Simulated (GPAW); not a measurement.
The system is CoO.

```xyz
2
Lattice="1.5055 0.8692 2.4399 -1.5055 0.8692 2.4399 0.0000 -1.7384 2.4399" Properties=species:S:1:pos:R:3 pbc="T T T"
Co    0.0000    0.0000    0.0000
O     0.0000    0.0000    3.6599
```

The cell is a database's computed one.

Base run:

* Program: GPAW 26.7.0
* Functional: PBEsol
* Potentials or basis: PAW data sets generated in the run's folder for this functional
* Cutoff: 800 eV
* Basis: pw
* k mesh: 8 × 8 × 8
* Occupations: fermi-dirac, width 0.05 eV
* Spin: collinear spin, ferromagnetic start
* Starting moments: [2.0, 0.0] μB
* Hubbard terms: Co d U = 4 eV

Its results: pressure -3.6 GPa; net moment 3.00 μB per cell; site moments Co +2.69; O +0.18 μB.

**Question.** The run is repeated on the same cell with these changes: hubbard terms from Co d U = 4 eV to Co d U = 6 eV. What comes out?

**Answer.** Pressure -2.4 GPa; net moment 3.00 μB per cell; site moments Co +2.75; O +0.16 μB.

Caveats: a cell with one magnetic atom can't hold antiferromagnetic order, which such compounds often take.
